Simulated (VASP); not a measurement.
Crystal: MnO.

```xyz
4
Lattice="3.3717 0.0000 0.0000 -1.6859 2.9200 0.0000 0.0000 0.0000 5.3855" Properties=species:S:1:pos:R:3 pbc="T T T"
Mn    1.6859    0.9733    2.7518
Mn    0.0000    1.9467    0.0590
O     1.6859    0.9733    4.7148
O     0.0000    1.9467    2.0221
```

Measurements of this composition are mostly on another form, of space group No. 225.

```yaml
Program: VASP 6.6.1
Task: single point
Functional: PBE
Potentials_or_basis: VASP PAW PBE potentials, release 64 (Mn_pv, O)
Cutoff: 520 eV
k_mesh: 9 × 9 × 5
Occupations: fermi-dirac, width 0.05 eV
Spin: collinear spin, ferromagnetic start
Starting_moments: "[4.0, 4.0, 0.0, 0.0] μB"
```

On this cell: pressure 6.5 GPa; largest force 0.663 eV/Å; net moment 9.99 μB per cell; site moments Mn +4.41; O +0.20 μB; band gap on the k mesh none (metal or under the smearing width).

The same run follows on a disturbed copy (atoms moved at random, drawn with an rms of 0.05 Å):

```
Mn O
1.0
     3.37170    0.00000    0.00000
    -1.68585    2.91998    0.00000
     0.00000    0.00000    5.38550
Mn O
2 2
Direct
  0.65139 0.32060 0.50313
  0.33732 0.67237 0.01206
  0.66500 0.33927 0.87679
  0.32086 0.65158 0.37275
```

Q: What changes?

A: The energy (extrapolated to zero smearing) moves by +0.3 meV/atom; pressure 6.4 GPa; largest force 1.101 eV/Å; net moment 9.99 μB per cell; site moments Mn +4.43, +4.40; O +0.21, +0.20 μB; band gap on the k mesh none (metal or under the smearing width).

Forces in eV/Å, atoms in the order of the input:
```
Mn   0.089 -0.023 -0.042
Mn  -0.102  0.021 -1.096
O    0.101 -0.032  0.239
O   -0.088  0.034  0.898
```

Stress tensor (GPa, compression positive):
```
 4.24 -0.57 -0.10
-0.57  3.99 -0.19
-0.10 -0.19 11.08
```

Caveats: semilocal functionals often make such compounds metallic where correlation or magnetic order opens a gap, which also shifts bond lengths; only a ferromagnetic start was run, and an antiferromagnetic order may lie lower in energy.
